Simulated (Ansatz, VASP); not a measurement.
**Ni: VASP beside Ansatz**

Contents of INCAR:

```
  PREC = Accurate
  ENCUT = 520
  EDIFF = 1E-7
  ISMEAR = -1
  SIGMA = 0.05
  LREAL = False
  LASPH = True
  NELM = 150
  ALGO = Normal
  ISIF = 2
  LWAVE = False
  LCHARG = False
  ISPIN = 2
  MAGMOM = 1
  LORBIT = 11
  LMAXMIX = 4
  METAGGA = R2SCAN
  LMIXTAU = True
```

File KPOINTS:

```
Automatic mesh
0
Gamma
  13 13 13
```

The input POSCAR:

```
Ni
1.0
    0.0000000000      1.7375729330      1.7375729330
    1.7375729330      0.0000000000      1.7375729330
    1.7375729330      1.7375729330      0.0000000000
Ni
1
Direct
    0.0000000000      0.0000000000      0.0000000000
```

File KPOINTS_OPT:

```
path GXWKGLUWLK,UX
10
line-mode
reciprocal
 0.0000000000  0.0000000000  0.0000000000  G
 0.5000000000  0.0000000000  0.5000000000  X

 0.5000000000  0.0000000000  0.5000000000  X
 0.5000000000  0.2500000000  0.7500000000  W

 0.5000000000  0.2500000000  0.7500000000  W
 0.3750000000  0.3750000000  0.7500000000  K

 0.3750000000  0.3750000000  0.7500000000  K
 0.0000000000  0.0000000000  0.0000000000  G

 0.0000000000  0.0000000000  0.0000000000  G
 0.5000000000  0.5000000000  0.5000000000  L

 0.5000000000  0.5000000000  0.5000000000  L
 0.6250000000  0.2500000000  0.6250000000  U

 0.6250000000  0.2500000000  0.6250000000  U
 0.5000000000  0.2500000000  0.7500000000  W

 0.5000000000  0.2500000000  0.7500000000  W
 0.5000000000  0.5000000000  0.5000000000  L

 0.5000000000  0.5000000000  0.5000000000  L
 0.3750000000  0.3750000000  0.7500000000  K

 0.6250000000  0.2500000000  0.6250000000  U
 0.5000000000  0.0000000000  0.5000000000  X
```

input.yaml

```yaml
crystal:
  lattice:
    - [0.0, 1.737572933, 1.737572933]
    - [1.737572933, 0.0, 1.737572933]
    - [1.737572933, 1.737572933, 0.0]
  atoms:
    - { symbol: Ni, position: [0.0, 0.0, 0.0], spin: 1.0 }
hamiltonian:
  xc: r2scan
  pseudopotentials: { kind: paw }
magnetization:
  spin_polarized: true
kpoints:
  mp_grid: { grid: [13, 13, 13] }
  band_path:
    path:
      - [[0.0, 0.0, 0.0], [0.5, 0.0, 0.5], [0.5, 0.25, 0.75], [0.375, 0.375, 0.75], [0.0, 0.0, 0.0], [0.5, 0.5, 0.5], [0.625, 0.25, 0.625], [0.5, 0.25, 0.75], [0.5, 0.5, 0.5], [0.375, 0.375, 0.75]]
      - [[0.625, 0.25, 0.625], [0.5, 0.0, 0.5]]
    npoints: 14
scf:
  occupations: { method: fermi_dirac, width: 0.05 }
  n_extra_bands: 6
output:
  forces: true
  stress: true
  eigenvalues: true
  fatbands: false
```

Alike in both runs: task band structure; functional r2SCAN; k mesh 13 × 13 × 13; occupations fermi-dirac, width 0.05 eV; collinear spin, ferromagnetic start.

```csv
,VASP,Ansatz
version,VASP 6.6.1,Ansatz 0.2.0
potentials or method,"VASP PAW PBE potentials, release 64 (Ni)",Ansatz PAW
plane-wave cutoff (eV),520,500
valence electrons in the cell,10,18
```

Ansatz gave:

```
gap on the k mesh at the Fermi level (eV)                     : none
pressure (GPa)                                                : 0.1
net moment per atom (μB)                                      : 0.70
size of the moment on the site where the two differ most (μB) : 0.77
```

Q: Which values does VASP return?

A: gap on the k mesh at the Fermi level (eV): none; pressure (GPa): 0.3; net moment per atom (μB): 0.67; size of the moment on the site where the two differ most (μB): 0.69.

Site moments also hang on the region over which each program counts them. A gap of «none» marks a metal or a gap that the smearing closes. With one functional, cell and mesh, what is left measures potentials, basis and numerics. The two sets of potentials don't hold the same shells in valence.

Caveats: the PAW data sets were made with another functional, which shifts forces and pressure a little (VASP); the magnetic or orbital state may not be the lowest (Ansatz); the PAW data sets come from PBE, with cores solved anew for the run's functional, which leaves a small shift of forces and pressure (Ansatz).
